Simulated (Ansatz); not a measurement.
ZrO2:
```cif
data_O8Zr4
_chemical_formula_sum 'Zr4 O8'
_space_group_name_H-M_alt 'Fm-3m'
_space_group_IT_number 225
_space_group_name_Hall '-F 4 2 3'
_cell_length_a 5.08940
_cell_length_b 5.08940
_cell_length_c 5.08940
_cell_angle_alpha 90.000
_cell_angle_beta 90.000
_cell_angle_gamma 90.000
loop_
_atom_site_label
_atom_site_type_symbol
_atom_site_symmetry_multiplicity
_atom_site_Wyckoff_symbol
_atom_site_fract_x
_atom_site_fract_y
_atom_site_fract_z
_atom_site_occupancy
Zr1 Zr 4 a 0.00000 0.00000 0.00000 1
O1 O 8 c 0.25000 0.25000 0.25000 1
```
(The calculation used a cell of 3 atoms; values per cell refer to that cell.)

Relaxed with r²SCAN.

Question: Decompose the optical modes at the zone centre into irreducible representations, and say which are infrared and Raman allowed.

Answer: Point group m-3m: Γ_opt = T1u + T2g. Infrared: T1u. Raman: T2g.

Question: Assign frequencies (DFPT, the program Ansatz at the r²SCAN level (PAW); without the LO–TO term).

Answer: T1u 243, T2g 574 cm⁻¹.

This is a known high-temperature phase of the composition, computed here at zero pressure and temperature. The r²SCAN relaxation kept the symmetry of its start. At this level the phase is dynamically unstable (imaginary phonons). No spin polarisation was allowed.

Potentials: the later of the program's two PAW sets.
